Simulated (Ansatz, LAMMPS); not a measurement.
# Electronic structure of two particles of SiC after sintering (157 atoms), part 2 of 2

Wanted: forces, charges and levels of two particles of SiC after sintering (157 atoms).

Ansatz 0.2.0; Kohn-Sham DFT, PBE, PAW (set soft_2), plane waves.

The cell: 79 C and 78 Si. The main run has no spin polarisation.

So far. Step 3 (Plane-wave single point): Mean Löwdin charges: C -0.80, Si +0.92 e (they miss 1.4 % of the electrons, so they add up to more than the cell's charge). Within 0.4 eV of the Fermi level the largest share is C p (57 % of the projected weight).

### 4. Structure statistics

Bonds and neighbours are counted at the geometry of the runs.

Normalised to the volume that the atoms fill. g(r), total and by pair (bins of 0.2 Å):

| r (Å) | total | C-C | C-Si | Si-Si |
| --- | --- | --- | --- | --- |
| 1.40 | 0.21 | 0.83 | 0.00 | 0.00 |
| 1.60 | 0.06 | 0.25 | 0.00 | 0.00 |
| 1.80 | 7.70 | 0.00 | 15.34 | 0.00 |
| 2.00 | 2.35 | 0.00 | 4.71 | 0.00 |
| 2.20 | 0.03 | 0.11 | 0.00 | 0.00 |
| 2.40 | 0.10 | 0.00 | 0.00 | 0.42 |
| 2.60 | 0.15 | 0.25 | 0.09 | 0.19 |
| 2.80 | 0.58 | 1.39 | 0.45 | 0.00 |
| 3.00 | 3.76 | 6.35 | 0.20 | 8.32 |
| 3.20 | 3.73 | 6.62 | 0.77 | 6.76 |
| 3.40 | 1.85 | 1.67 | 2.10 | 1.53 |
| 3.60 | 2.29 | 0.41 | 4.14 | 0.47 |
| 3.80 | 1.30 | 0.49 | 2.25 | 0.21 |
| 4.00 | 0.76 | 0.59 | 0.91 | 0.64 |
| 4.20 | 0.67 | 0.63 | 0.70 | 0.65 |
| 4.40 | 1.10 | 1.56 | 0.73 | 1.42 |
| 4.60 | 1.21 | 0.79 | 1.74 | 0.54 |
| 4.80 | 1.46 | 0.36 | 2.38 | 0.71 |
| 5.00 | 0.80 | 0.82 | 0.78 | 0.79 |
| 5.20 | 0.90 | 1.49 | 0.24 | 1.60 |
| 5.40 | 1.42 | 2.17 | 0.55 | 2.41 |
| 5.60 | 1.29 | 1.32 | 1.19 | 1.43 |
| 5.80 | 1.02 | 0.74 | 1.33 | 0.68 |
| 6.00 | 0.82 | 0.99 | 0.71 | 0.84 |
| 6.20 | 0.97 | 0.91 | 0.95 | 1.07 |
| 6.40 | 0.84 | 0.52 | 1.17 | 0.53 |
| 6.60 | 0.73 | 0.46 | 0.95 | 0.55 |
| 6.80 | 0.70 | 0.75 | 0.62 | 0.82 |

The surroundings of C54, whose charge lies farthest from its element's mean, nearest first, numbered as they follow in the input and with coordinates relative to it.

| atom | x | y | z | distance (Å) | Löwdin charge (e) | Fx | Fy | Fz (eV/Å) |
| --- | --- | --- | --- | --- | --- | --- | --- | --- |
| C54 | 0.00 | 0.00 | 0.00 | 0.00 | -0.34 | -4.00 | -1.16 | -2.14 |
| C19 | -1.29 | -0.14 | -0.70 | 1.48 | -0.41 | 4.00 | 1.23 | 2.31 |
| Si55 | 1.45 | -1.20 | 0.01 | 1.88 | 1.02 | -0.19 | -0.93 | -1.43 |
| Si57 | -1.58 | -1.94 | -1.34 | 2.84 | 1.05 | 1.51 | 0.78 | -1.08 |
| C37 | 0.14 | -1.91 | -2.12 | 2.86 | -0.87 | 1.08 | -1.17 | 0.41 |
| Si18 | -1.78 | 1.12 | -2.13 | 2.99 | 0.90 | -0.48 | -1.84 | -0.02 |
| C56 | 1.14 | -2.72 | 1.04 | 3.13 | -0.92 | 0.30 | 0.86 | 0.35 |
| C9 | -0.21 | 1.09 | -2.96 | 3.16 | -0.63 | 0.39 | -0.04 | -0.51 |
| Si62 | -0.59 | -2.96 | 1.43 | 3.34 | 1.04 | -0.06 | -0.72 | 0.52 |
| C41 | 3.08 | -1.21 | -0.91 | 3.43 | -0.86 | -0.71 | -0.10 | -0.35 |
| Si36 | 0.56 | -0.56 | -3.37 | 3.46 | 1.04 | -1.38 | 0.57 | 0.69 |
| C58 | -1.78 | -3.24 | -0.01 | 3.70 | -0.94 | 0.52 | 0.28 | 0.35 |
| Si40 | 3.26 | 0.09 | -2.22 | 3.95 | 0.66 | 0.12 | 0.42 | 1.33 |

### 5. Functional RPBE

This functional strengthens the gradient correction of exchange, which tends to weaken binding against PBE.

This step: Kohn-Sham DFT, RPBE, PAW (set soft_2), plane waves (Ansatz 0.2.0).

Contents of input.yaml:

```yaml
crystal:
  lattice:
    - [21.70031, 0.0, 0.0]
    - [0.0, 21.73712, 0.0]
    - [0.0, 0.0, 34.04115]
  atoms:
    [... the 157 atom lines of step 3 ...]
kpoints:
  mp_grid: { grid: [1, 1, 1] }
hamiltonian:
  xc: rpbe
scf:
  occupations: { method: fermi_dirac, width: 0.05 }
output:
  forces: true
  populations: intrinsic
  dos:
    method: { smearing: { sigma: 0.08 } }
    de: 0.1
    projected: { site_lists: { C: [C], Si: [Si] } }
  eigenvalues: true
```

Command:

```bash
$ ansatz run input.yaml --threads 8 --pin off --max-ram 31232MiB --backend cpu --events-out ev --progress --plain --runs-dir out
```

Numbers of over 12 decimals in the logs are rounded to 6 here.

Log:

```text
[...]
Crystal: 157 atoms, lattice volume = 16057.287 Å³
Basis set: ecut = 420 eV, 313925 PW (Γ), exchange–correlation on 300×300×480 points (8 copies of the dense FFT grid, shifted against one another)
Bands: 471, of which v1, the nominal top of the filled ones, is band 314 counted from 1 (313 counted from 0)
Symmetry: 1 space group operations
[...]
k-points: 1
[...]
SCF iter   1: F=—  HF=-69604.841644 eV  |F-HF|=—  |Δ(HF+E_count)|=         —  Δρ=6.60e-3  dr2=4.66e1  ethr=1.77e-3  ⟨swp⟩=7.0  Hψ=2510  notcnv=0  defer=95
[...]
SCF iter  17: F=-69602.882266 eV  HF=-69602.882265 eV  |F-HF|=3.37e-7  |Δ(HF+E_count)|=   4.39e-7  Δρ=3.06e-7  dr2=2.99e-8  ethr=1.59e-11  ⟨swp⟩=35.0  Hψ=4421  notcnv=0
SCF 1 converged in 17 iterations: F = -69602.882266 eV  dr2 = 2.99e-8
[...]
SCF converged after 17 iterations
Free energy (F): -69602.882266 eV
[...]
Internal energy: -69602.105521 eV  (E = F + TS)
E sigma→0 (E₀):  -69602.493893 eV
Entropy (-TS):   -0.776745 eV (-4.947 meV/atom)
Fermi energy:    -3.274856 eV
[...]
--- Forces (eV/Å), atoms counted from 1 ---
  atom   1  C     -1.07117111    -0.83218992     2.33408997
  atom   2  C     -0.23682329    -0.21980313    -0.04140219
  atom   3  C     -0.42721566     0.60471592     0.64927925
  atom   4  Si     1.15446509    -1.23746647    -0.05603298
  atom   5  C      0.38856629     0.85367191    -0.75618019
  atom   6  C      1.29887784     0.11962300    -0.00648037
  atom   7  Si     0.58012477    -0.92413959     0.28404178
  atom   8  C     -0.05358737     0.18761940    -0.06087932
  atom   9  C      0.47301296     0.14370418    -0.56452040
  atom  10  C      0.33185713     0.63940811    -2.34907021
  atom  11  C      0.59403070     0.59062538     0.26816482
  atom  12  Si     0.19403793    -0.22615324    -0.31071822
  atom  13  C     -0.07264741     1.37877514    -0.79405433
  atom  14  Si     0.47547236     2.05726861     0.97038683
[...]
atom 156  Si     0.08328818     0.63315083    -0.55993277
  atom 157  Si    -0.13363507     1.08025346     0.83215544
  max |Σ_I F_I| component: 8.55e-5 eV/Å
--- Band table (eV) ---
[...]
--- intrinsic populations: 157 sites ---
  site symbol       q [e]
     0      C      4.5412
     1      C      4.8445
     2      C      4.9460
[...]
156     Si      3.0890
  spilling = -0.000000 (of n_electrons = 628.000000)
```

It took 5.4 min on 8 threads of Arm Neoverse V1, shared host; peak memory 18 GiB; 41 min of CPU time.

Forces differ from the reference by 78 meV/Å r.m.s., 8.1 % of their size.

### 6. Summary of results

```json
{
  "free energy per atom": "-441.1076 eV/atom",
  "r.m.s. force component": "0.9599 eV/Å",
  "wall time of the 2 DFT runs": "11 min"
}
```

19 levels are partly filled, by over 2 % (at Γ alone): no clear gap opens at this level. Levels of broken or missing bonds inside a gap of the host would look the same.

Caveats: The geometry is a frame of classical dynamics and isn't relaxed at this level: its force components are 0.96 eV/Å r.m.s.

[Logs are printed without paths, hosts, clocks, repeated set-up lines and the standing remarks that a program may print on its own settings, such as how far it seeks lower states.]

[Hosts, paths, dates, database ids (printed as entryN), source tags and the programs' standing remarks are cut or masked in the printed files.]
